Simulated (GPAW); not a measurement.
C:

```
C
1.0
     0.00000    1.78337    1.78337
     1.78337    0.00000    1.78337
     1.78337    1.78337    0.00000
C
2
Cartesian
  2.6751 2.6751 2.6751
  1.7834 1.7834 1.7834
```

This isn't the form of C at room conditions, which is graphite.

Program: GPAW 26.7.0. Alike in all runs: no spin polarisation; cell as given; smearing fermi-dirac 0.05 eV.

Task: Order these runs on this cell by their pressure, lowest first.
A. level BLYP; potentials or basis PAW data sets generated in the run's folder for this functional, pw; k mesh 13 × 13 × 13; cutoff (eV) 800; band path GXWKGLUWLK,UX; band points 100; eigensolver davidson
B. level RPBE; potentials or basis the program's PAW data sets (release 1.2.1) made for this functional, pw; k mesh 13 × 13 × 13; cutoff (eV) 800; band path GXWKGLUWLK,UX; band points 100
C. level PBEsol; potentials or basis PAW data sets generated in the run's folder for this functional, pw; k mesh 10 × 10 × 10; cutoff (eV) 800; band path GXWKGLUWLK,UX; band points 80
D. level PBE+D3; potentials or basis SG15 ONCV 1.2, pw; k mesh 13 × 13 × 13; cutoff (eV) 1100
E. level revPBE; potentials or basis the program's PAW data sets (release 1.2.1) made for this functional, pw; k mesh 10 × 10 × 10; cutoff (eV) 800; band path GXWKGLUWLK,UX; band points 100

Result: C (-5.2 GPa), D (-2.4 GPa), E (6.1 GPa), B (7.6 GPa), A (10.6 GPa).

Not every run made on this cell is shown here.
